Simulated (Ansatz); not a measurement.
How far PBE and r2SCAN part for BeO, pressure 0.3 GPa

Base system: BeO in the wurtzite structure (space group P6_3mc, No. 186; a = 2.7118 Å, c = 4.4046 Å).

(Cell as relaxed with PBE.)

Levels (all Ansatz, a quantum-chemistry and plane-wave program, PAW): PBE (420 eV, no SOC); r2SCAN (500 eV, no SOC).

Each level relaxes its own structure.

```csv
base,PBE,r2SCAN
volume per atom,7.01 Å³,6.85 Å³
lattice parameter a,2.712 Å,2.690 Å
band gap,7.45 eV,8.55 eV
```

Perturbation: a hydrostatic pressure of 0.3 GPa.

| quantity | PBE | r2SCAN |
|---|---|---|
| valence-band top at Γ (three highest levels, from the VBM) | 0.00, -0.04, -0.04 eV | … |
| band gap | 7.47 eV | … |
| electron mass | 0.53 mₑ along c, 0.60 mₑ across (at Γ) | … |

Problem. Given the PBE results, estimate those of r2SCAN.

Solution. 
- valence-band top at Γ (three highest levels, from the VBM), r2SCAN: 0.00, -0.04, -0.04 eV
- band gap, r2SCAN: 8.57 eV
- electron mass, r2SCAN: 0.54 mₑ along c, 0.61 mₑ across (at Γ)

PBE's band gap lies 1.10 eV below r2SCAN's; the two agree on the valence-band top at Γ. Neither level is exact; r2SCAN is the comparison here, not a measurement.

Load acts through the strain it causes; cell and atoms are relaxed under it. Masses are band curvatures over ±0.01 Å⁻¹ around the edge. Whether these cells are dynamically stable was not tested.
